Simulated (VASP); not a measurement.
Zr: single point with PBE

The system is Zr.

```xyz
2
Lattice="3.2320 0.0000 0.0000 -1.6160 2.7990 0.0000 0.0000 0.0000 5.1470" Properties=species:S:1:pos:R:3 pbc="T T T"
Zr    1.5928    0.9479    3.8560
Zr    0.0189    1.9105    1.2588
```

The cell isn't the ideal one: atoms moved at random, drawn with an rms of 0.05 Å.

```
Program                : VASP 6.6.1
Task                   : single point
Functional             : PBE
Potentials or basis    : VASP PAW PBE potentials, release 64 (Zr_sv)
Cutoff                 : 520 eV
k mesh                 : 9 × 9 × 5
Occupations            : fermi-dirac, width 0.05 eV
Spin                   : no spin polarisation
Further INCAR settings : ALGO = Normal; EDIFF = 1e-07; NBANDS = 19
```

The pressure is 0.5 GPa. The largest force is 0.106 eV/Å. The band gap on the k mesh is none (metal or under the smearing width).

Forces in eV/Å, atoms in the order of the input:
```
Zr   0.038  0.027 -0.096
Zr  -0.038 -0.027  0.096
```

Stress tensor (GPa, compression positive):
```
-0.02 -0.29 -0.01
-0.29  0.40 -0.01
-0.01 -0.01  1.10
```

Levels at points of the mesh, in eV from the Fermi level:
```tsv
k point	band 9	band 10	band 11	band 12	band 13	band 14	band 15	band 16
(0.00, 0.00, 0.00)	-5.67	-3.04	0.82	0.88	0.96	1.18	1.52	1.59
```

Wall time 100 s on 1 thread of Intel(R) Xeon(R) Platinum 8488C (Sapphire Rapids), with other jobs on the host, peak memory 0.26 GiB.
